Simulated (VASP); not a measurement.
# BN (gw) (F-43m) in VASP: single point with PBE

Aim: the single point of BN (gw) with PBE.

Everything below comes from runs of VASP 6.6.1. Logs are shortened: lines on timing, memory, paths and dates and some standing lists are left out, and cuts for length are marked.

**The experiment to reproduce.**

From a printed reference work, monograph, for a bulk crystal of BN at 300 K: band gap 6.4 eV (indirect).

The results are compared with them further down.

### Step 1. The cell of the first run

It takes space group F-43m (No. 216, cubic). The conventional cell has a = 3.625 Å, b = 3.625 Å, c = 3.625 Å, α = 90.00°, β = 90.00°, γ = 90.00°. Within 2.1 Å of B (site symmetry -43m) lie 4 N at 1.57 Å. Within 2.1 Å of N (site symmetry -43m) lie 4 B at 1.57 Å.

### Step 2. Single point, PBE

The input, INCAR:

```
ALGO     = Normal         # electronic algorithm
EDIFF    = 1E-6           # SCF threshold, eV
ENCUT    = 600            # plane-wave cutoff, eV
GGA      = PE             # functional
GGA_COMPAT= F            
ISIF     = 2              # what is computed and relaxed
ISMEAR   = 0              # smearing method
LASPH    = T              # aspherical terms in the spheres
LCHARG   = F              # write CHGCAR
LREAL    = F              # projectors in reciprocal space
LWAVE    = F              # write WAVECAR
NBANDS   = 11             # bands
NELM     = 120            # most SCF steps
PREC     = Accurate       # precision mode
SIGMA    = 0.01           # smearing width, eV
```

The input, KPOINTS:

```
k-points
0
Gamma
  8 8 8
```

The input, POSCAR:

```
BN
1.0
    0.0000000000      1.8123266329      1.8123266329
    1.8123266329      0.0000000000      1.8123266329
    1.8123266329      1.8123266329      0.0000000000
B N
1 1
Direct
    0.0000000000      0.0000000000      0.0000000000
    0.7500000000      0.7500000000      0.7500000000
```

Potentials or basis: VASP PAW PBE potentials, release 64 (B, N).

Launch:

```console
$ cat potpaw_PBE.64/B/POTCAR potpaw_PBE.64/N/POTCAR > POTCAR
$ mpirun -np 1 vasp_std > vasp.out
```

OUTCAR:

```text
EDIFF = 1E-6
   ENCUT = 600
   GGA = PE
   ISIF = 2
   ISMEAR = 0
   LASPH = T
   LREAL = F
   NELM = 120
   PREC = Accurate

 ion  position               nearest neighbor table
   1  0.000  0.000  0.000-   2 1.57   2 1.57   2 1.57   2 1.57
   2  0.750  0.750  0.750-   1 1.57   1 1.57   1 1.57   1 1.57

  LATTYP: Found a face centered cubic cell.
 ALAT       =     3.6246532658

  Lattice vectors:

 A1 = (   0.0000000000,   1.8123266329,   1.8123266329)
 A2 = (   1.8123266329,   0.0000000000,   1.8123266329)
 A3 = (   1.8123266329,   1.8123266329,   0.0000000000)

Analysis of symmetry for initial positions (statically):
=====================================================================
 Subroutine PRICEL returns:
 Original cell was already a primitive cell.

 Routine SETGRP: Setting up the symmetry group for a
 face centered cubic supercell.

 Subroutine GETGRP returns: Found 24 space group operations
 (whereof 24 operations were pure point group operations)
 out of a pool of 48 trial point group operations.

The static configuration has the point symmetry T_d .

Analysis of symmetry for dynamics (positions and initial velocities):
=====================================================================
 Subroutine PRICEL returns:
 Original cell was already a primitive cell.

 Routine SETGRP: Setting up the symmetry group for a
 face centered cubic supercell.

 Subroutine GETGRP returns: Found 24 space group operations
 (whereof 24 operations were pure point group operations)
 out of a pool of 48 trial point group operations.

The dynamic configuration has the point symmetry T_d .

 Subroutine INISYM returns: Found 24 space group operations
 (whereof 24 operations are pure point group operations),
 and found     1 'primitive' translations

----------------------------------------------------------------------------------------

                                     Primitive cell

  volume of cell :      11.9053

  direct lattice vectors                    reciprocal lattice vectors
     0.000000000  1.812326633  1.812326633    -0.275888458  0.275888458  0.275888458
     1.812326633  0.000000000  1.812326633     0.275888458 -0.275888458  0.275888458
     1.812326633  1.812326633  0.000000000     0.275888458  0.275888458 -0.275888458

  length of vectors
     2.563016904  2.563016904  2.563016904     0.477852826  0.477852826  0.477852826

  position of ions in fractional coordinates (direct lattice)
     0.000000000  0.000000000  0.000000000
     0.750000000  0.750000000  0.750000000

  ion indices of the primitive-cell ions
   primitive index   ion index
                 1           1
                 2           2

----------------------------------------------------------------------------------------

 KPOINTS: k-points

Automatic generation of k-mesh.
 Grid dimensions read from file:
 generate k-points for:    8    8    8

 Generating k-lattice:

  Cartesian coordinates                     Fractional coordinates (reciprocal lattice)
    -0.034486057  0.034486057  0.034486057     0.125000000  0.000000000  0.000000000
     0.034486057 -0.034486057  0.034486057     0.000000000  0.125000000  0.000000000
     0.034486057  0.034486057 -0.034486057     0.000000000  0.000000000  0.125000000

  Length of vectors
     0.059731603  0.059731603  0.059731603

  Shift w.r.t. Gamma in fractional coordinates (k-lattice)
     0.000000000  0.000000000  0.000000000

 Subroutine IBZKPT returns following result:
 ===========================================

 Found     29 irreducible k-points:

 Following reciprocal coordinates:
            Coordinates               Weight
  0.000000  0.000000  0.000000      1.000000
  0.125000  0.000000  0.000000      8.000000
  0.250000  0.000000  0.000000      8.000000
  0.375000  0.000000  0.000000      8.000000
  0.500000  0.000000  0.000000      4.000000
  0.125000  0.125000  0.000000      6.000000
[... 16 lines left out ...]
  0.500000  0.250000  0.125000     48.000000
 -0.375000  0.250000  0.125000     24.000000
 [... further k-points ...]
   k-points           NKPTS =     29   k-points in BZ     NKDIM =     29   number of bands    NBANDS=     11
   number of dos      NEDOS =    301   number of ions     NIONS =      2
   total plane-waves  NPLWV =   8000
   dimension x,y,z NGX =    20 NGY =   20 NGZ =   20
   dimension x,y,z NGXF=    40 NGYF=   40 NGZF=   40
   ions per type =               1   1
   NGX,Y,Z   is equivalent  to a cutoff of  12.97, 12.97, 12.97 a.u.
   NGXF,Y,Z  is equivalent  to a cutoff of  25.95, 25.95, 25.95 a.u.
 SYSTEM =  unknown system
   PREC   = accura    normal or accurate (medium, high low for compatibility)
   ISTART =      0    job   : 0-new  1-cont  2-samecut
   ICHARG =      2    charge: 1-file 2-atom 10-const
   ISPIN  =      1    spin polarized calculation?
   LNONCOLLINEAR =      F non collinear calculations
   LSORBIT =      F    spin-orbit coupling
   LASPH  =      T    aspherical Exc in radial PAW
   ENCUT  =  600.0 eV  44.10 Ry    6.64 a.u.   5.12  5.12  5.12*2*pi/ulx,y,z
   NELM   =    120;   NELMIN=  2; NELMDL= -5     # of ELM steps
   EDIFF  = 0.1E-05   stopping-criterion for ELM
   LREAL  =      F    real-space projection
   EDIFFG = 0.1E-04   stopping-criterion for IOM
   NSW    =      0    number of steps for IOM
   IBRION =     -1    ionic relax: 0-MD 1-quasi-New 2-CG
   NFREE  =      0    steps in history (QN), initial steepest desc. (CG)
   ISIF   =      2    stress and relaxation
   ISYM   =      2    0-nonsym 1-usesym 2-fastsym
   POTIM  = 0.5000    time-step for ionic-motion
   TEBEG  =    0.0;   TEEND  =   0.0 temperature during run
   PSTRESS=    0.0 pullay stress
   NELECT =       8.0000    total number of electrons
   NUPDOWN=      -1.0000    fix difference up-down
   EMIN   =  10.00;   EMAX   =-10.00  energy-range for DOS
   EFERMI =   0.00;   METHOD = LEGACY
   ISMEAR =     0;   SIGMA  =   0.01  broadening in eV -4-tet -1-fermi 0-gaus
   EFERMI_NEDOS =   21; number of points for ismear=-14 and -15
   IALGO  =     38    algorithm
   IMIX   =      4    mixing-type and parameters
     AMIX     =   0.40;   BMIX     =  1.00
     AMIX_MAG =   1.60;   BMIX_MAG =  1.00
  volume/ion in A,a.u.               =       5.95        40.17
  Fermi-wavevector in a.u.,A,eV,Ry     =   1.433920  2.709717 27.975313  2.056128
  Thomas-Fermi vector in A             =   2.553386
   LORBIT       =      0    0 simple, 1 ext, 2 COOP (PROOUT), +10 PAW based schemes
   GGA     = PE    functional components
   LHFCALC =     F    Hartree Fock is set to
   AEXX    =    0.0000 exact exchange contribution
   IVDW    =     0    specifies the selected vdW correction
   LEPSILON=     F    determine dielectric tensor
   LRPA    =     F    only Hartree local field effects (RPA)
 non-spin polarized calculation
 Gauss-broadening in eV      SIGMA  =   0.01
  energy-cutoff  :      600.00
  volume of cell :       11.91
 maximum number of plane-waves:       415
   NGX = 11   NGY = 11   NGZ = 11

 number of electron       7.9999999 magnetization

 Free energy of the ion-electron system (eV)
  ---------------------------------------------------
  ext. energy  EPLUGINS =         0.00000000
  ---------------------------------------------------
  free energy    TOTEN  =       -17.45431908 eV

  energy without entropy =      -17.45431908  energy(sigma->0) =      -17.45431908

 E-fermi :   7.3493     XC(G=0): -12.7826

 val. band max:        7.3045690437   @ k =   0.0000   0.0000   0.0000
 cond. band min:      11.7553655938   @ k =   0.5000   0.5000   0.0000
 fundamental gap:      4.4507965501
 Fermi energy:         7.3492583404

 k-point     1 :       0.0000    0.0000    0.0000
  band No.  band energies     occupation
      1     -12.8356      2.00000
      2       7.3046      2.00000
      3       7.3046      2.00000
      4       7.3046      2.00000
      5      16.0861      0.00000
      6      16.0861      0.00000
      7      16.0861      0.00000
      8      17.5247      0.00000
      9      31.9067      0.00000
     10      34.9735      0.00000
     11      34.9735      0.00000

 k-point     2 :       0.1250    0.0000    0.0000
  band No.  band energies     occupation
      1     -12.4592      2.00000
      2       5.4390      2.00000
      3       6.9278      2.00000
      4       6.9278      2.00000
      5      16.4332      0.00000
      6      16.6519      0.00000
      7      16.6519      0.00000
      8      18.7194      0.00000
      9      31.4876      0.00000
     10      31.8768      0.00000
     11      31.8768      0.00000

 k-point     3 :       0.2500    0.0000    0.0000
  band No.  band energies     occupation
      1     -11.3672      2.00000
      2       1.8578      2.00000
      3       6.1859      2.00000
      4       6.1859      2.00000
      5      16.8674      0.00000
      6      17.5947      0.00000
      7      17.5947      0.00000
      8      20.7699      0.00000
      9      30.6530      0.00000
     10      30.8282      0.00000
     11      30.8282      0.00000

 k-point     4 :       0.3750    0.0000    0.0000
  band No.  band energies     occupation
      1      -9.7570      2.00000
      2      -1.5692      2.00000
      3       5.5944      2.00000
      4       5.5944      2.00000
      5      17.2156      0.00000
      6      17.9598      0.00000
      7      17.9598      0.00000
      8      22.0725      0.00000
      9      30.4440      0.00000
     10      32.3364      0.00000
     11      32.3364      0.00000

 k-point     5 :       0.5000    0.0000    0.0000
  band No.  band energies     occupation
      1      -8.6568      2.00000
      2      -3.3127      2.00000
      3       5.3794      2.00000
      4       5.3794      2.00000
      5      17.3459      0.00000
      6      17.9660      0.00000
      7      17.9661      0.00000
      8      22.4796      0.00000
      9      30.6471      0.00000
     10      33.9279      0.00000
     11      34.0906      0.00000
[... 211 lines left out ...]
 k-point    21 :       0.5000    0.5000    0.0000
  band No.  band energies     occupation
      1      -7.3012      2.00000
      2      -1.5591      2.00000
      3       2.4399      2.00000
      4       2.4399      2.00000
      5      11.7554      0.00000
      6      16.4906      0.00000
      7      25.1002      0.00000
      8      25.1002      0.00000
      9      27.9518      0.00000
     10      34.3694      0.00000
     11      40.7989      0.00000

 k-point    22 :       0.3750    0.2500    0.1250
  band No.  band energies     occupation
      1     -10.4372      2.00000
      2       1.6308      2.00000
      3       3.3958      2.00000
      4       5.2974      2.00000
      5      15.8308      0.00000
      6      19.0980      0.00000
      7      19.8213      0.00000
      8      20.5481      0.00000
      9      26.7025      0.00000
     10      32.8797      0.00000
     11      34.4983      0.00000

 k-point    23 :       0.5000    0.2500    0.1250
  band No.  band energies     occupation
      1      -8.9346      2.00000
      2      -0.8682      2.00000
      3       2.5836      2.00000
      4       4.3797      2.00000
      5      16.6534      0.00000
      6      18.6079      0.00000
      7      20.9341      0.00000
      8      21.8585      0.00000
      9      27.3084      0.00000
     10      32.3986      0.00000
     11      34.6639      0.00000

 k-point    24 :      -0.3750    0.2500    0.1250
  band No.  band energies     occupation
      1      -7.9608      2.00000
      2      -2.3242      2.00000
      3       2.5090      2.00000
      4       3.8830      2.00000
      5      16.8621      0.00000
      6      18.4049      0.00000
      7      21.5710      0.00000
      8      22.9734      0.00000
      9      26.6830      0.00000
     10      33.0078      0.00000
     11      34.6560      0.00000

 [... further k-points ...]
[... 5 lines left out ...]
  --------------------------------------------------------------------------------------
  -------------------------------------------------------------------------------------
  Total       -0.0012657     -0.0012657     -0.0012657      0.0000000      0.0000000      0.0000000
  in kB       -0.1703391     -0.1703391     -0.1703391      0.0000000      0.0000000      0.0000000
  external PRESSURE =      -0.1703391 kB  Pullay stress =       0.0000000 kB

 VOLUME and BASIS-vectors are now :
 -----------------------------------------------------------------------------
  energy-cutoff  :      600.00
  volume of cell :       11.91
      direct lattice vectors                 reciprocal lattice vectors
     0.000000000  1.812326633  1.812326633    -0.275888458  0.275888458  0.275888458
     1.812326633  0.000000000  1.812326633     0.275888458 -0.275888458  0.275888458
     1.812326633  1.812326633  0.000000000     0.275888458  0.275888458 -0.275888458

 POSITION                                       TOTAL-FORCE (eV/Angst)
 -----------------------------------------------------------------------------------
      0.00000      0.00000      0.00000        -0.000000     -0.000000     -0.000000
      2.71849      2.71849      2.71849         0.000000      0.000000      0.000000
 -----------------------------------------------------------------------------------
    total drift:                               -0.000000     -0.000000     -0.000000

  FREE ENERGIE OF THE ION-ELECTRON SYSTEM (eV)
  ---------------------------------------------------
  free  energy   TOTEN  =       -17.4543190803 eV

  energy  without entropy=      -17.4543190803  energy(sigma->0) =      -17.45431908
```

It took 8.9 s on 1 thread of Intel Xeon 8259CL, shared host; peak memory 0.12 GiB.

Results:

```yaml
Free_energy: -17.4543 eV
Pressure: 0.0 GPa
Band_gap_on_the_k_mesh: 4.45 eV, indirect (least direct gap 8.78 eV)
```

Levels at points of the mesh, in eV from the valence-band top:
| k point | band 1 | band 2 | band 3 | band 4 | band 5 | band 6 | band 7 | band 8 | band 9 |
| --- | --- | --- | --- | --- | --- | --- | --- | --- | --- |
| (0.00, 0.00, 0.00) | -20.14 | 0.00 | 0.00 | 0.00 | 8.78 | 8.78 | 8.78 | 10.22 | 24.60 |
| (0.50, 0.00, 0.00) | -15.96 | -10.62 | -1.93 | -1.93 | 10.04 | 10.66 | 10.66 | 15.18 | 23.34 |
| (0.50, 0.50, 0.00) | -14.61 | -8.86 | -4.86 | -4.86 | 4.45 | 9.19 | 17.80 | 17.80 | 20.65 |

### Step 3. Comparison with measurements

Step 2. Against the measured gap of BN, 6.4 eV (indirect; 300 K; a printed reference work, monograph), the calculated 4.45 eV is off by -1.95 eV. The value is that of PBE on a finite k mesh, which can miss the band edges, without temperature or zero-point motion. Semilocal functionals fall short of measured gaps as a rule.
